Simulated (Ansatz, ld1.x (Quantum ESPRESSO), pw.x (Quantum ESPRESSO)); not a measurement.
Equation-of-state test of one TM potential (Ru (Z = 44))

ld1.x (Quantum ESPRESSO) 7.5 input, shortened:

```
&input
   title='Ru', zed=44., rel=1, dft='PBE', iswitch=3,
   config='[Kr] 4d7 4f-2 5s1 5p0'
 /
 &inputp
   pseudotype=2, tm=.true., lloc=1,
   nlcc=.true., new_core_ps=.true., rcore=0.85
 /
4
5S  1  0   1.00   0.00  2.80  2.80  0.0
4D  3  2   7.00   0.00  1.70  1.70  0.0
4F  4  3  -2.00  -0.10  2.95  2.95  0.0
5P  2  1   0.00   0.00  3.85  3.85  0.0
 &test
   configts(1)='4d7 5s1 5p0'
 /
```

Atomic tests: cutoffs needed: 50 Ry and 60 Ry (the cutoffs (Ry, on a coarse ladder) from which the occupation-weighted sum of valence levels, in a spherical-Bessel basis at the reference potential, stays within 10 and 1 mRy of its value at 400 Ry); ghost test: no extra level below or beside the all-electron valence levels (s, d, f, p tested) (spherical-Bessel basis up to 400 Ry, 20 bohr box); configuration tests: 2 of 7 tests not solved or not reliable.

Crystal test: sc Ru in pw.x 7.5, no spin, 13³ k-points, Fermi–Dirac smearing 0.01 Ry, cutoffs 75/300 Ry. The lattice is a test structure that the element need not adopt, and mesh and smearing are coarse.

pw.x input:

```
&control
  calculation='scf', prefix='x', pseudo_dir='./', outdir='./tmp', tstress=.true., disk_io='none'
/
&system
  ibrav=0, nat=1, ntyp=1, ecutwfc=75, ecutrho=300, nbnd=11,
  occupations='smearing', smearing='fd', degauss=0.01
/
&electrons
  conv_thr=1e-09, mixing_beta=0.4, electron_maxstep=70
/
ATOMIC_SPECIES
Ru 1.0 Ru.UPF
CELL_PARAMETERS angstrom
  2.51284060 0.00000000 0.00000000
  0.00000000 2.51284060 0.00000000
  0.00000000 0.00000000 2.51284060
ATOMIC_POSITIONS crystal
Ru 0.0000 0.0000 0.0000
K_POINTS automatic
13 13 13 0 0 0
```

```bash
pw.x < Ru.scf.in > Ru.scf.out
```

Problem. How does the run end?

Solution. It converges; the pressure is 7.53 GPa against 0.13 GPa from all-electron LAPW. The largest radius (3.85 bohr) exceeds half the bond length (2.37 bohr), so the spheres overlap, which is one possible source of error among others. This is a poor potential for the solid. Atomic configuration tests: 2 of 7 tests not solved or not reliable. The logarithmic derivative shows an extra or strongly shifted pseudo pole above the reference energy (s near 1.20 Ry). The log shows:

```
     number of electrons       =         8.00
     number of Kohn-Sham states=           11
     kinetic-energy cutoff     =      75.0000  Ry
     charge density cutoff     =     300.0000  Ry
     scf convergence threshold =      1.0E-09
     Exchange-correlation= PBE
     number of k points=    84  Fermi-Dirac smearing, width (Ry)=  0.0100
     iteration #  1     ecut=    75.00 Ry     beta= 0.40
     total energy              =     -55.34844946 Ry
     estimated scf accuracy    <       0.05490823 Ry
     iteration #  2     ecut=    75.00 Ry     beta= 0.40
     total energy              =     -55.35500357 Ry
     estimated scf accuracy    <       0.00183039 Ry
     iteration #  3     ecut=    75.00 Ry     beta= 0.40
     total energy              =     -55.35535595 Ry
     estimated scf accuracy    <       0.00007223 Ry
     iteration #  4     ecut=    75.00 Ry     beta= 0.40
     total energy              =     -55.35535894 Ry
     estimated scf accuracy    <       0.00000244 Ry
     iteration #  5     ecut=    75.00 Ry     beta= 0.40
     total energy              =     -55.35535916 Ry
     estimated scf accuracy    <       0.00000018 Ry
     iteration #  6     ecut=    75.00 Ry     beta= 0.40
     total energy              =     -55.35535919 Ry
     estimated scf accuracy    <          1.8E-09 Ry
     iteration #  7     ecut=    75.00 Ry     beta= 0.40
     the Fermi energy is    13.9490 ev
!    total energy              =     -55.35535919 Ry
     estimated scf accuracy    <          3.3E-10 Ry
     smearing contrib. (-TS)   =      -0.00646908 Ry
     The total energy is F=E-TS. E is the sum of the following terms:
     one-electron contribution =      11.33709794 Ry
     hartree contribution      =       3.20683070 Ry
     xc contribution           =     -31.65254093 Ry
     ewald contribution        =     -38.24027782 Ry
     convergence has been achieved in   7 iterations
          total   stress  (Ry/bohr**3)                   (kbar)     P=       75.25
     Message from routine punch:
     Nothing written, as per user request (disk_io='none')
```
